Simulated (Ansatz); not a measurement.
## Moving the choice of potentials or basis in CuAl

```
CELL_PARAMETERS angstrom
2.99751 0.00000 0.00000
0.00000 2.99751 0.00000
0.00000 0.00000 2.99751
ATOMIC_POSITIONS crystal
Cu 0.50000 0.50000 0.50000
Al 0.00000 0.00000 0.00000
```

The cell comes from a database or a generator and needn't be the stable form of this composition.

Kept alike: task equation of state; functional PBEsol; k mesh 9 × 9 × 9; occupations fermi-dirac, width 0.05 eV; no spin polarisation. Program: Ansatz. Cutoffs run from 420 to 1415 eV. The mesh is that of the run's cell of 2 atoms. No spin-orbit coupling.

| choice of potentials or basis | volume (Å³/atom) | bulk modulus (GPa) |
| --- | --- | --- |
| Ansatz PAW (files of its older set among them) (made for PBE) | 12.929 | 126.7 |
| Ansatz PAW (made for PBE) | 12.928 | 126.7 |
| JTH PAW (made for PBE) | 12.912 | 128.0 |
| PseudoDojo standard (made for PBE) | 12.908 | 129.4 |
| PseudoDojo stringent (made for PBE) | 12.915 | 129.0 |

For a metal such a mesh leaves the last digits unconverged. Volume and modulus come from cells scaled at fixed shape and fractions.

The volume runs from 12.908 (PseudoDojo standard (made for PBE)) to 12.929 Å³/atom (Ansatz PAW (files of its older set among them) (made for PBE)). The bulk modulus runs from 126.7 (Ansatz PAW (files of its older set among them) (made for PBE); Ansatz PAW (made for PBE)) to 129.4 GPa (PseudoDojo standard (made for PBE)).
